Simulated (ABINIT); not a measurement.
A run of ABINIT 10.8.3 (patched build) is set up as follows.

The input run.abi:

```
# Pseudopotentials
pp_dirpath "./"
pseudos "Si.hgh, C.hgh"

# Structure
acell 3.076 3.076 5.048 Angstrom
rprim
     1.0000000000     0.0000000000     0.0000000000
    -0.5000000000     0.8660254038     0.0000000000
     0.0000000000     0.0000000000     1.0000000000
ntypat 2
znucl 14 6
natom 4
typat 1 1 2 2
xcart
     2.9063987800     1.6780101176     4.7696687386
    -0.0000000003     3.3560202358     0.0000000000
     2.9063987800     1.6780101176     8.4423136672
    -0.0000000003     3.3560202358     3.6726449287

# Plane-wave basis
ecut 28.0

# k points
kptopt 1
ngkpt 8 8 4
nshiftk 1
shiftk 0.0 0.0 0.0

# Exchange and correlation
ixc 7

# Bands and occupations
nband 12
occopt 3
tsmear 0.00183747

# SCF cycle
nstep 100
tolvrs 1.0e-10

# Output
iomode 3
prtwf 0
prtden 0
prteig 0
prtebands 0
enunit 2
```

Potentials or basis: HGH LDA.

Command:

```sh
$ mpirun --bind-to none -np 4 abinit run.abi > log 2>&1
```

Question: Estimate the largest force.

Answer: 0.720 eV/Å.

Question: What does it give for the band gap on the k mesh?

Answer: 2.46 eV, indirect (least direct gap 3.97 eV).

Forces in eV/Å, atoms in the order of the input:
```
Si   0.000  0.000  0.720
Si   0.000  0.000  0.720
C    0.000  0.000 -0.720
C    0.000  0.000 -0.720
```

Caveat: HGH potentials are hard and often keep d shells in the core, so these values are rough. A k mesh can miss the band edges.
